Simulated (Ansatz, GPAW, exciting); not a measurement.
# LiCl: 4 runs at one level of theory

```xyz
2
Lattice="0.0000 2.5648 2.5648 2.5648 0.0000 2.5648 2.5648 2.5648 0.0000" Properties=species:S:1:pos:R:3 pbc="T T T"
Cl    2.5648    2.5648    2.5648
Li    0.0000    0.0000    0.0000
```

Alike in all runs: task band structure; functional RPBE; k mesh 9 × 9 × 9; occupations fermi-dirac, width 0.05 eV; no spin polarisation; no spin-orbit coupling. Pressure is positive in compression and, in plane waves, holds the error of the finite cutoff, which Ansatz's Pulay term estimates and takes out. Gaps are the smaller of the mesh's and the band path's.

```csv
program and potentials,plane-wave cutoff (eV),notes,band gap (eV),pressure (GPa)
"Ansatz, Ansatz PAW",420,"potentials made for PBE, which Ansatz adapts in part; 5 valence electrons an atom on average",6.58,2.41
"Ansatz, all-electron LAPW, scalar-relativistic",-,-,6.57,2.41
"GPAW, the program's PAW data sets (release 1.2.1) made for this functional",800,4 valence electrons an atom on average,6.56,2.34
"exciting, all-electron LAPW+lo, shipped species files, valence relativity zora",-,-,6.59,-
```

The band gap spans 6.56 (GPAW, the program's PAW data sets (release 1.2.1) made for this functional) to 6.59 eV (exciting, all-electron LAPW+lo, shipped species files, valence relativity zora), with all-electron results at 6.57 to 6.59. The pressure spans 2.34 (GPAW, the program's PAW data sets (release 1.2.1) made for this functional) to 2.41 GPa (Ansatz, all-electron LAPW, scalar-relativistic), with all-electron results at 2.41. Some sets were made for another functional than the one run, which can shift their rows.

The functional is the same throughout but for its coding, so the spread measures potentials, basis and numerics; runs on potential files found faulty are left out.
